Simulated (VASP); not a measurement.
Write the native input for VASP 6.6.1 that does the following.

| Item | Value |
| --- | --- |
| Task | density of states |
| Functional | PBE |
| Potentials or basis | VASP PAW PBE potentials, release 64 (Zr_sv, B) |
| Cutoff | 520 eV |
| k mesh | 15 × 15 × 12 |
| Occupations | gaussian, width 0.1 eV |
| Spin | no spin polarisation |
| k mesh for the DOS | 23 × 23 × 18 |
| Occupations for the DOS | tetrahedron |
| Further INCAR settings | ALGO = Fast; EDIFF = 1e-07 |

Crystal: ZrB2.

```xyz
3
Lattice="3.1700 0.0000 0.0000 -1.5850 2.7453 0.0000 0.0000 0.0000 3.5330" Properties=species:S:1:pos:R:3 pbc="T T T"
Zr    0.0000    0.0000    0.0000
B     0.0000    1.8302    1.7665
B     1.5850    0.9151    1.7665
```

These files were run (other wordings do the same):

POSCAR

```
ZrB2
1.0
    3.1700000000      0.0000000000      0.0000000000
   -1.5850000000      2.7453005300      0.0000000000
    0.0000000000      0.0000000000      3.5330000000
Zr B
1 2
Direct
    0.0000000000      0.0000000000      0.0000000000
    0.3333333300      0.6666666700      0.5000000000
    0.6666666700      0.3333333300      0.5000000000
```

INCAR.step1

```
ALGO = Fast
EDIFF = 1E-7
ENCUT = 520
GGA = PE
ISIF = 2
ISMEAR = 0
LASPH = T
LCHARG = T
LMAXMIX = 4
LREAL = F
LWAVE = F
NELM = 100
PREC = Accurate
SIGMA = 0.1
```

KPOINTS.step1

```
k-points
0
Gamma
  15 15 12
```

INCAR.step2

```
ALGO = Fast
EDIFF = 1E-7
ENCUT = 520
GGA = PE
ICHARG = 11
ISIF = 2
ISMEAR = -5
LASPH = T
LCHARG = F
LMAXMIX = 4
LORBIT = 11
LREAL = F
LWAVE = F
NEDOS = 1001
NELM = 100
PREC = Accurate
SIGMA = 0.1
```

KPOINTS.step2

```
k-points
0
Gamma
  23 23 18
```

Potentials or basis: VASP PAW PBE potentials, release 64 (Zr_sv, B).

Command:

```sh
$ cat potpaw_PBE.64/Zr_sv/POTCAR potpaw_PBE.64/B/POTCAR > POTCAR
$ cp INCAR.step1 INCAR
$ cp KPOINTS.step1 KPOINTS
$ mpirun -np 1 vasp_std > vasp.out
$ cp INCAR.step2 INCAR
$ cp KPOINTS.step2 KPOINTS
$ mpirun -np 1 vasp_std > vasp.out
```

It gave:

| Quantity | Value |
| --- | --- |
| Valence electrons inside the program's atomic spheres | Zr 9.97; B 1.91 |

Wall time 4.8 min on 1 thread of Intel(R) Xeon(R) Platinum 8259CL CPU @ 2.50GHz (Skylake/Cascade Lake), on a shared host, peak memory 0.35 GiB.
